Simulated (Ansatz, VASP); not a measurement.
# Two plane-wave programs on Sb

File INCAR:

```
ALGO = Fast
EDIFF = 1E-6
ENCUT = 520
GGA = PS
ISIF = 2
ISMEAR = 0
LASPH = True
LCHARG = True
LELF = True
LREAL = False
LVHAR = True
LWAVE = False
NBANDS = 8
NELM = 100
PREC = Accurate
SIGMA = 0.15
```

Contents of KPOINTS:

```
k-points
0
Gamma
  18 18 18
```

POSCAR

```
Sb
1.0
    0.0000000000      2.4423797972      2.4423797972
    2.4423797972      0.0000000000      2.4423797972
    2.4423797972      2.4423797972      0.0000000000
Sb
1
Direct
    0.0000000000      0.0000000000      0.0000000000
```

Input for Ansatz:

```yaml
crystal:
  lattice:
    - [0.0, 2.4423797972, 2.4423797972]
    - [2.4423797972, 0.0, 2.4423797972]
    - [2.4423797972, 2.4423797972, 0.0]
  atoms:
    - { symbol: Sb, position: [0.0, 0.0, 0.0] }
basis:
  ecutwfc: 420
kpoints:
  mp_grid: { grid: [18, 18, 18] }
hamiltonian:
  xc: pbesol
scf:
  occupations: { method: gaussian, width: 0.15 }
output:
  forces: true
  stress: true
  eigenvalues: true
```

Change from the starting cell: strain +0.030 along x and y, +0.030 along z, atoms carried along.

Alike in both runs: task single point; functional PBEsol; k mesh 18 × 18 × 18; occupations gaussian, width 0.15 eV; no spin polarisation.

```csv
,VASP,Ansatz
version,VASP 6.6.1,Ansatz 0.2.0
potentials or method,"VASP PAW PBE potentials, release 64 (Sb)","scalar-relativistic, plane waves, PAW"
plane-wave cutoff (eV),520,420
valence electrons in the cell,5,15
```

|  | VASP | Ansatz | Ansatz less VASP |
| --- | --- | --- | --- |
| gap on the k mesh at the Fermi level (eV) | none | none | - |
| pressure (GPa) | -5.7 | -5.7 | +0.06 |

A gap of «none» marks a metal or a gap that the smearing closes. The two sets of potentials don't hold the same shells in valence.

Caveats: the PAW data sets were made with another functional, which shifts forces and pressure a little (VASP). Spin-orbit coupling is left out, which matters for the levels of Sb.
